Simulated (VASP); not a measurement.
# HgTe (F-43m) in VASP: further runs

Aim: see how the results for HgTe move with the level of theory and the settings. Levels: PBEsol, HSE06. Tasks: band structure.

Program: VASP 6.6.1. These are calculated values, not measurements. Logs are shortened: lines on timing, memory, paths and dates and some standing lists are left out, and cuts for length are marked.

## (1) Starting point

It takes space group F-43m (No. 216, cubic). Conventional cell: a = 6.516 Å, b = 6.516 Å, c = 6.516 Å, α = 90.00°, β = 90.00°, γ = 90.00°. Around Hg (site symmetry -43m) lie 4 Te at 2.82 Å. Te (site symmetry -43m) has 4 Hg at 2.82 Å as nearest neighbours.

## (2) Band structure, PBEsol

Input file INCAR:

```
SYSTEM = HgTe
PREC     = Accurate       ! precision mode
ENCUT    = 520            ! plane-wave cutoff, eV
EDIFF    = 1E-6           ! SCF threshold, eV
ISMEAR   = 0              ! smearing method
SIGMA    = 0.03           ! smearing width, eV
LREAL    = .False.        ! projectors in reciprocal space
LASPH    = .True.         ! aspherical terms in the spheres
NELM     = 80             ! most SCF steps
ALGO     = Fast           ! electronic algorithm
ISIF     = 2              ! what is computed and relaxed
LWAVE    = .False.        ! write WAVECAR
LCHARG   = .False.        ! write CHGCAR
GGA      = PS             ! functional
NBANDS   = 16             ! bands
KPAR     = 2
```

Input file KPOINTS:

```
Automatic mesh
0
Gamma
  6 6 6
  0 0 0
```

Input file POSCAR:

```
HgTe                                    
1.0
    0.0000000000      3.2580088207      3.2580088207
    3.2580088207      0.0000000000      3.2580088207
    3.2580088207      3.2580088207      0.0000000000
  Hg              Te            
     1     1
Direct
     0.0000000000000000    0.0000000000000000    0.0000000000000000
     0.2500000000000000    0.2500000000000000    0.2500000000000000
```

Input file KPOINTS_OPT:

```
explicit points
9
Reciprocal
 0.0000000000  0.0000000000  0.0000000000 1
 0.3750000000  0.3750000000  0.7500000000 1
 0.5000000000  0.5000000000  0.5000000000 1
 0.6250000000  0.2500000000  0.6250000000 1
 0.5000000000  0.2500000000  0.7500000000 1
 0.5000000000  0.0000000000  0.5000000000 1
 0.4000000000  0.0000000000  0.4000000000 1
 0.4250000000  0.0000000000  0.4250000000 1
 0.4500000000  0.0000000000  0.4500000000 1
```

Potentials or basis: VASP PAW PBE potentials, release 64 (Hg, Te).

Launch:

```sh
$ cat potpaw_PBE.64/Hg/POTCAR potpaw_PBE.64/Te/POTCAR > POTCAR
$ mpirun -np 2 vasp_std > vasp.out
```

OUTCAR:

```text
SYSTEM = HgTe
   PREC = Accurate
   ENCUT = 520
   EDIFF = 1E-6
   ISMEAR = 0
   LREAL = .False.
   LASPH = .True.
   NELM = 80
   ISIF = 2
   GGA = PS

 ion  position               nearest neighbor table
   1  0.000  0.000  0.000-   2 2.82   2 2.82   2 2.82   2 2.82
   2  0.250  0.250  0.250-   1 2.82   1 2.82   1 2.82   1 2.82

  LATTYP: Found a face centered cubic cell.
 ALAT       =     6.5160176414

  Lattice vectors:

 A1 = (   0.0000000000,   3.2580088207,   3.2580088207)
 A2 = (   3.2580088207,   0.0000000000,   3.2580088207)
 A3 = (   3.2580088207,   3.2580088207,   0.0000000000)

Analysis of symmetry for initial positions (statically):
=====================================================================
 Subroutine PRICEL returns:
 Original cell was already a primitive cell.

 Routine SETGRP: Setting up the symmetry group for a
 face centered cubic supercell.

 Subroutine GETGRP returns: Found 24 space group operations
 (whereof 24 operations were pure point group operations)
 out of a pool of 48 trial point group operations.

The static configuration has the point symmetry T_d .

Analysis of symmetry for dynamics (positions and initial velocities):
=====================================================================
 Subroutine PRICEL returns:
 Original cell was already a primitive cell.

 Routine SETGRP: Setting up the symmetry group for a
 face centered cubic supercell.

 Subroutine GETGRP returns: Found 24 space group operations
 (whereof 24 operations were pure point group operations)
 out of a pool of 48 trial point group operations.

The dynamic configuration has the point symmetry T_d .

 Subroutine INISYM returns: Found 24 space group operations
 (whereof 24 operations are pure point group operations),
 and found     1 'primitive' translations

----------------------------------------------------------------------------------------

                                     Primitive cell

  volume of cell :      69.1651

  direct lattice vectors                    reciprocal lattice vectors
     0.000000000  3.258008821  3.258008821    -0.153467970  0.153467970  0.153467970
     3.258008821  0.000000000  3.258008821     0.153467970 -0.153467970  0.153467970
     3.258008821  3.258008821  0.000000000     0.153467970  0.153467970 -0.153467970

  length of vectors
     4.607520261  4.607520261  4.607520261     0.265814321  0.265814321  0.265814321

  position of ions in fractional coordinates (direct lattice)
     0.000000000  0.000000000  0.000000000
     0.250000000  0.250000000  0.250000000

  ion indices of the primitive-cell ions
   primitive index   ion index
                 1           1
                 2           2

----------------------------------------------------------------------------------------

 KPOINTS: Automatic mesh

Automatic generation of k-mesh.
 Grid dimensions read from file:
 generate k-points for:    6    6    6

 Generating k-lattice:

  Cartesian coordinates                     Fractional coordinates (reciprocal lattice)
    -0.025577995  0.025577995  0.025577995     0.166666667  0.000000000  0.000000000
     0.025577995 -0.025577995  0.025577995     0.000000000  0.166666667  0.000000000
     0.025577995  0.025577995 -0.025577995     0.000000000  0.000000000  0.166666667

  Length of vectors
     0.044302387  0.044302387  0.044302387

  Shift w.r.t. Gamma in fractional coordinates (k-lattice)
     0.000000000  0.000000000  0.000000000

 Subroutine IBZKPT returns following result:
 ===========================================

 Found     16 irreducible k-points:

 Following reciprocal coordinates:
            Coordinates               Weight
  0.000000  0.000000  0.000000      1.000000
  0.166667  0.000000  0.000000      8.000000
  0.333333  0.000000  0.000000      8.000000
  0.500000  0.000000  0.000000      4.000000
  0.166667  0.166667  0.000000      6.000000
  0.333333  0.166667  0.000000     24.000000
[... 8 lines left out ...]
 -0.333333  0.333333  0.166667     24.000000
 -0.333333  0.500000  0.166667     12.000000
   k-points           NKPTS =     16   k-points in BZ     NKDIM =     16   number of bands    NBANDS=     16
   number of dos      NEDOS =    301   number of ions     NIONS =      2
   total plane-waves  NPLWV =  46656
   dimension x,y,z NGX =    36 NGY =   36 NGZ =   36
   dimension x,y,z NGXF=    72 NGYF=   72 NGZF=   72
   ions per type =               1   1
   NGX,Y,Z   is equivalent  to a cutoff of  12.99, 12.99, 12.99 a.u.
   NGXF,Y,Z  is equivalent  to a cutoff of  25.98, 25.98, 25.98 a.u.
 SYSTEM =  HgTe
   PREC   = accura    normal or accurate (medium, high low for compatibility)
   ISTART =      0    job   : 0-new  1-cont  2-samecut
   ICHARG =      2    charge: 1-file 2-atom 10-const
   ISPIN  =      1    spin polarized calculation?
   LNONCOLLINEAR =      F non collinear calculations
   LSORBIT =      F    spin-orbit coupling
   LASPH  =      T    aspherical Exc in radial PAW
   ENCUT  =  520.0 eV  38.22 Ry    6.18 a.u.   8.57  8.57  8.57*2*pi/ulx,y,z
   NELM   =     80;   NELMIN=  2; NELMDL= -5     # of ELM steps
   EDIFF  = 0.1E-05   stopping-criterion for ELM
   LREAL  =      F    real-space projection
   EDIFFG = 0.1E-04   stopping-criterion for IOM
   NSW    =      0    number of steps for IOM
   IBRION =     -1    ionic relax: 0-MD 1-quasi-New 2-CG
   NFREE  =      0    steps in history (QN), initial steepest desc. (CG)
   ISIF   =      2    stress and relaxation
   ISYM   =      2    0-nonsym 1-usesym 2-fastsym
   POTIM  = 0.5000    time-step for ionic-motion
   TEBEG  =    0.0;   TEEND  =   0.0 temperature during run
   PSTRESS=    0.0 pullay stress
   NELECT =      18.0000    total number of electrons
   NUPDOWN=      -1.0000    fix difference up-down
   EMIN   =  10.00;   EMAX   =-10.00  energy-range for DOS
   EFERMI =   0.00;   METHOD = LEGACY
   ISMEAR =     0;   SIGMA  =   0.03  broadening in eV -4-tet -1-fermi 0-gaus
   EFERMI_NEDOS =   21; number of points for ismear=-14 and -15
   IALGO  =     68    algorithm
   IMIX   =      4    mixing-type and parameters
     AMIX     =   0.40;   BMIX     =  1.00
     AMIX_MAG =   1.60;   BMIX_MAG =  1.00
  volume/ion in A,a.u.               =      34.58       233.37
  Fermi-wavevector in a.u.,A,eV,Ry     =   1.045210  1.975160 14.863864  1.092463
  Thomas-Fermi vector in A             =   2.179996
   LORBIT       =      0    0 simple, 1 ext, 2 COOP (PROOUT), +10 PAW based schemes
   GGA     = PS    functional components
   LHFCALC =     F    Hartree Fock is set to
   AEXX    =    0.0000 exact exchange contribution
   IVDW    =     0    specifies the selected vdW correction
   LEPSILON=     F    determine dielectric tensor
   LRPA    =     F    only Hartree local field effects (RPA)
 non-spin polarized calculation
 RMM-DIIS sequential band-by-band and
 Gauss-broadening in eV      SIGMA  =   0.03
  energy-cutoff  :      520.00
  volume of cell :       69.17
 maximum number of plane-waves:      1892
 NGX is ok and might be reduce to    36
   NGX = 17   NGY = 17   NGZ = 17

 number of electron      18.0000002 magnetization

 Free energy of the ion-electron system (eV)
  ---------------------------------------------------
  ext. energy  EPLUGINS =         0.00000000
  ---------------------------------------------------
  free energy    TOTEN  =        -4.36443218 eV

  energy without entropy =       -4.36421793  energy(sigma->0) =       -4.36432505

 E-fermi :   2.7157     XC(G=0):  -8.8251

 val. band max:        2.7065298580   @ k =   0.0000   0.0000   0.0000
 cond. band min:       3.3401705123   @ k =   0.5000   0.0000   0.0000
 fundamental gap:      0.6336406543
 Fermi energy:         2.7156669423

 k-point     1 :       0.0000    0.0000    0.0000
  band No.  band energies     occupation
      1      -9.1454      2.00000
      2      -4.5053      2.00000
      3      -4.5053      2.00000
      4      -4.5053      2.00000
      5      -3.9992      2.00000
      6      -3.9992      2.00000
[... 8 lines left out ...]
     15      12.2064      0.00000
     16      12.2075      0.00000

 k-point     2 :       0.1667    0.0000    0.0000
  band No.  band energies     occupation
      1      -9.0178      2.00000
      2      -4.4708      2.00000
      3      -4.4708      2.00000
      4      -4.4509      2.00000
      5      -4.0019      2.00000
      6      -4.0019      2.00000
[... 8 lines left out ...]
     15      11.2089      0.00000
     16      11.2089      0.00000

 k-point     3 :       0.3333    0.0000    0.0000
  band No.  band energies     occupation
      1      -8.7438      2.00000
      2      -4.4110      2.00000
      3      -4.4110      2.00000
      4      -4.1722      2.00000
      5      -3.9933      2.00000
      6      -3.9933      2.00000
[... 8 lines left out ...]
     15      11.5124      0.00000
     16      11.5124      0.00000

 k-point     4 :       0.5000    0.0000    0.0000
  band No.  band energies     occupation
      1      -8.5966      2.00000
      2      -4.3878      2.00000
      3      -4.3878      2.00000
      4      -3.9795      2.00000
      5      -3.9795      2.00000
      6      -3.7131      2.00000
[... 8 lines left out ...]
     15      12.6723      0.00000
     16      12.6723      0.00000
[... 172 lines left out ...]
 k-point    14 :       0.5000    0.3333    0.1667
  band No.  band energies     occupation
      1      -8.5545      2.00000
      2      -4.3426      2.00000
      3      -4.3162      2.00000
      4      -4.1442      2.00000
      5      -3.9765      2.00000
      6      -3.8613      2.00000
[... 8 lines left out ...]
     15      12.8183      0.00000
     16      13.7128      0.00000

 k-point    15 :      -0.3333    0.3333    0.1667
  band No.  band energies     occupation
      1      -8.4549      2.00000
      2      -4.3195      2.00000
      3      -4.2859      2.00000
      4      -4.0468      2.00000
      5      -4.0085      2.00000
      6      -3.5629      2.00000
[... 8 lines left out ...]
     15      12.9139      0.00000
     16      13.6226      0.00000

 k-point    16 :      -0.3333    0.5000    0.1667
  band No.  band energies     occupation
      1      -8.4054      2.00000
      2      -4.2990      2.00000
      3      -4.2343      2.00000
      4      -4.1140      2.00000
      5      -3.9826      2.00000
      6      -3.4586      2.00000
[... 8 lines left out ...]
     15      13.4978      0.00000
     16      13.7745      0.00000

------------------------ aborting loop because EDIFF is reached ----------------------------------------

  FORCE on cell =-STRESS in cart. coord.  units (eV):
  Direction    XX          YY          ZZ          XY          YZ          ZX
  --------------------------------------------------------------------------------------
  -------------------------------------------------------------------------------------
  Total        0.0173165      0.0173165      0.0173165      0.0000000      0.0000000      0.0000000
  in kB        0.4011290      0.4011290      0.4011290      0.0000000      0.0000000      0.0000000
  external PRESSURE =       0.4011290 kB  Pullay stress =       0.0000000 kB

 VOLUME and BASIS-vectors are now :
 -----------------------------------------------------------------------------
  energy-cutoff  :      520.00
  volume of cell :       69.17
      direct lattice vectors                 reciprocal lattice vectors
     0.000000000  3.258008821  3.258008821    -0.153467970  0.153467970  0.153467970
     3.258008821  0.000000000  3.258008821     0.153467970 -0.153467970  0.153467970
     3.258008821  3.258008821  0.000000000     0.153467970  0.153467970 -0.153467970

 POSITION                                       TOTAL-FORCE (eV/Angst)
 -----------------------------------------------------------------------------------
      0.00000      0.00000      0.00000        -0.000000     -0.000000     -0.000000
      1.62900      1.62900      1.62900         0.000000      0.000000      0.000000
 -----------------------------------------------------------------------------------
    total drift:                               -0.000000     -0.000000     -0.000000

  FREE ENERGIE OF THE ION-ELECTRON SYSTEM (eV)
  ---------------------------------------------------
  free  energy   TOTEN  =        -4.3644321811 eV

  energy  without entropy=       -4.3642179279  energy(sigma->0) =       -4.36432505
```

Wall time 19 s (2 MPI ranks of Intel Xeon Platinum 8259CL at 2.50GHz (Skylake/Cascade Lake), shared host); peak memory 0.2 GiB.

Results:

```
Free energy             : -4.3644 eV
Pressure                : 0.0 GPa
Band gap along the path : none (metal or under the smearing width)
```

Levels at points of the mesh, in eV from the Fermi level:
| k point | band 5 | band 6 | band 7 | band 8 | band 9 | band 10 | band 11 | band 12 | band 13 | band 14 |
| --- | --- | --- | --- | --- | --- | --- | --- | --- | --- | --- |
| (0.00, 0.00, 0.00) | -6.71 | -6.71 | -0.87 | -0.01 | -0.01 | -0.01 | 4.21 | 4.21 | 4.21 | 6.31 |
| (0.50, 0.00, 0.00) | -6.70 | -6.43 | -5.39 | -0.96 | -0.96 | 0.62 | 4.99 | 4.99 | 6.72 | 7.71 |
| (0.50, 0.50, 0.00) | -6.66 | -6.29 | -5.35 | -2.20 | -2.20 | 1.84 | 2.43 | 8.00 | 8.71 | 8.71 |

Caveat: the PAW data sets were made with another functional, which shifts forces and pressure a little; spin-orbit coupling is left out, which moves the levels of the heavy elements.

## (3) Band structure, HSE06

POSCAR is that of step 2.

Input file INCAR.step1:

```
SYSTEM = HgTe
PREC     = Accurate       ! precision mode
ENCUT    = 520            ! plane-wave cutoff, eV
EDIFF    = 1E-5           ! SCF threshold, eV
ISMEAR   = 0              ! smearing method
SIGMA    = 0.03           ! smearing width, eV
LREAL    = .False.        ! projectors in reciprocal space
LASPH    = .True.         ! aspherical terms in the spheres
NELM     = 80             ! most SCF steps
ALGO     = Normal         ! electronic algorithm
ISIF     = 2              ! what is computed and relaxed
LWAVE    = .True.         ! write WAVECAR
LCHARG   = .False.        ! write CHGCAR
NBANDS   = 16             ! bands
KPAR     = 2            
GGA      = PE             ! functional
```

Input file INCAR.step2:

```
SYSTEM = HgTe
PREC     = Accurate       ! precision mode
ENCUT    = 520            ! plane-wave cutoff, eV
EDIFF    = 1E-6           ! SCF threshold, eV
ISMEAR   = 0              ! smearing method
SIGMA    = 0.03           ! smearing width, eV
LREAL    = .False.        ! projectors in reciprocal space
LASPH    = .True.         ! aspherical terms in the spheres
NELM     = 80             ! most SCF steps
ALGO     = Normal         ! electronic algorithm
ISIF     = 2              ! what is computed and relaxed
LWAVE    = .False.        ! write WAVECAR
LCHARG   = .False.        ! write CHGCAR
GGA      = PE             ! functional
LHFCALC  = .True.         ! exact exchange
HFSCREEN = 0.2            ! screening, 1/A
PRECFOCK = Fast         
NBANDS   = 16             ! bands
KPAR     = 2            
ISTART   = 1
```

KPOINTS is that of step 2.

KPOINTS_OPT is that of step 2.

Potentials or basis: VASP PAW PBE potentials, release 64 (Hg, Te).

Launch:

```sh
$ cat potpaw_PBE.64/Hg/POTCAR potpaw_PBE.64/Te/POTCAR > POTCAR
$ cp INCAR.step1 INCAR
$ mpirun -np 2 vasp_std > vasp.out
$ cp INCAR.step2 INCAR
$ mpirun -np 2 vasp_std > vasp.out
```

It took 30 min on 2 MPI ranks of Intel Xeon Platinum 8259CL at 2.50GHz (Skylake/Cascade Lake), shared host; peak memory 0.36 GiB.

It converged, with:

```
Free energy             : -4.7514 eV
Pressure                : 0.9 GPa
Band gap along the path : none (metal or under the smearing width)
```

Levels at points of the mesh, in eV from the Fermi level:
```tsv
k point	band 5	band 6	band 7	band 8	band 9	band 10	band 11	band 12	band 13	band 14
(0.00, 0.00, 0.00)	-7.82	-7.82	-0.17	-0.01	-0.01	-0.01	5.04	5.04	5.04	7.39
(0.50, 0.00, 0.00)	-7.80	-7.47	-5.74	-1.03	-1.03	1.36	5.86	5.86	7.72	8.84
(0.50, 0.50, 0.00)	-7.76	-7.32	-5.73	-2.37	-2.37	2.60	3.15	9.16	9.93	9.93
```

Caveat: the PAW data sets were made with another functional, which shifts forces and pressure a little; spin-orbit coupling is left out, which moves the levels of the heavy elements.
